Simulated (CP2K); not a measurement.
**ZnS: equation of state with r2SCAN**

Crystal: ZnS.

```
Zn S
1.0
     3.82121    0.00000    0.00000
     1.91060    3.30926    0.00000
     1.91060    1.10309    3.12000
Zn S
1 1
Direct
  0.75000 0.75000 0.75000
  0.00000 0.00000 0.00000
```

- Program: CP2K 2026.2
- Task: equation of state
- Functional: r2SCAN
- Potentials or basis: POTENTIAL_UZH Zn GTH-SCAN-q12, S GTH-SCAN-q6; TZVP-MOLOPT-SCAN-GTH basis
- Density cutoff: 9184 eV
- k mesh: 9 × 9 × 9
- Occupations: fermi-dirac, width 0.05 eV
- Spin: no spin polarisation
- SCF solver: diagonalisation with k points
- Quickstep method: GPW
- EPS_DEFAULT: 1.0E-9
- EPS_SCF: 1.0E-6
- MAX_SCF: 100
- SCF_GUESS: ATOMIC
- k points reduced by the point group: yes
- Mesh centred on Gamma: yes
- CHOLESKY: OFF
- EPS_EIGVAL: 1.0E-7
- MIXING METHOD: BROYDEN_MIXING
- MIXING ALPHA: 0.4
- NBUFFER: 8
- NGRIDS: 4
- Basis sets: Zn TZVP-MOLOPT-SCAN-GTH-q12, S TZVP-MOLOPT-SCAN-GTH-q6
- Potentials: Zn GTH-SCAN-q12 of POTENTIAL_UZH, S GTH-SCAN-q6 of POTENTIAL_UZH
- ADDED_MOS: [10]
- REL_CUTOFF (Ry): 60 Ry
- MIXING BETA (1/bohr): 1.5 1/bohr
- CUTOFF of the grids: 675 Ry

The equilibrium volume is 19.37 Å³/atom (rough: see the caveat). The bulk modulus is 102 GPa (rough).

Energy against volume, from the lowest point:
```
volume (Å³/atom)  energy (meV/atom)
          18.543              13.01
          18.938               4.15
          19.332               0.00
          19.727               0.11
          20.121               9.15
          20.516              16.67
          20.910              27.09
```

All runs of the series together: 11 min on 1 thread of Intel(R) Xeon(R) 6975P-C (Granite Rapids), with other jobs on the host.

Caveat: the fit is doubtful: noisy points or a state that changes with volume; the basis of atomic orbitals isn't converged, which shifts pressures, moduli and gaps.
